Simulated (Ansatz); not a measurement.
# From the elastic tensor of CaF2 at 3 GPa (stress–strain coefficients) to moduli and sound speeds

Level of theory: Ansatz, DFT PBE, scalar-relativistic, plane waves, PAW. Plane waves to 420 eV; Γ-centred k mesh 8×8×8; fixed occupations. No spin polarisation.

The structure is cubic, space group Fm-3m (No. 225). Conventional cell: a = 5.446 Å, b = 5.446 Å, c = 5.446 Å, α = 90.00°, β = 90.00°, γ = 90.00°. Ca (site symmetry m-3m) is surrounded by 8 F at 2.36 Å. Around F (site symmetry -43m) lie 4 Ca at 2.36 Å.

Relaxed-ion constants (GPa, on the Cartesian axes of the calculation):
```
169.8  50.9  50.9   0.0   0.0   0.0
 50.9 169.8  50.9   0.0   0.0   0.0
 50.9  50.9 169.8   0.0   0.0   0.0
  0.0   0.0   0.0  32.0   0.0   0.0
  0.0   0.0   0.0   0.0  32.0   0.0
  0.0   0.0   0.0   0.0   0.0  32.0
```

Density 3.211 g/cm³; 3 atoms in 40.38 Å³.

The values that follow are for a polycrystal of randomly turned grains, by Hill's mean where one number stands.

```json
{"Bulk modulus, Voigt / Reuss / Hill": "90.5 / 90.5 / 90.5 GPa", "Shear modulus, Voigt / Reuss / Hill": "43.0 / 39.3 / 41.1 GPa", "Young's modulus": "107 GPa", "Poisson ratio": "0.303", "Pugh ratio B/G": "2.20", "Universal anisotropy index": "0.47", "Longitudinal and transverse sound speeds": "6728 and 3579 m/s", "Debye temperature from the mean sound speed": "500 K"}
```

Cost: 1 run of about 0.48 core-minutes, on AMD EPYC 7R43 (Zen 3) (shared hosts).